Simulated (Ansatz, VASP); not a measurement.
**One calculation of NaF, two programs**

```
Na F
1.0
     9.00000    0.00000    0.00000
     0.00000    9.30000    0.00000
     0.00000    0.00000    4.13044
Na F
1 1
Direct
  0.50000 0.50000 0.00000
  0.50000 0.50000 0.50000
```

Alike in both runs: functional PBE; k mesh 1 × 1 × 15; occupations gaussian, width 0.05 eV; collinear spin.

Ansatz relaxed the structure, and its values are those at the end. VASP's run is a single point on that final structure, the one shown.

|  | VASP | Ansatz |
| --- | --- | --- |
| version | VASP 6.6.1 | Ansatz 0.2.0 |
| potentials or method | VASP PAW PBE potentials, release 64 (Na_pv, F) | scalar-relativistic, plane waves, PAW |
| plane-wave cutoff (eV) | 520 | 420 |
| valence electrons in the cell | 14 | 16 |

|  | VASP | Ansatz | Ansatz less VASP |
| --- | --- | --- | --- |
| gap on the k mesh at the Fermi level (eV) | 5.20 | 5.21 | +0.011 |
| least direct gap on the mesh (eV) | 5.21 | 5.22 | +0.011 |
| net moment per atom (μB) | 0.00 | 0.00 | 0.000 |

The two sets of potentials don't hold the same shells in valence. Ansatz warned: «seeded_moment_not_kept».

As with any semilocal functional, this PBE gap is likely too small.
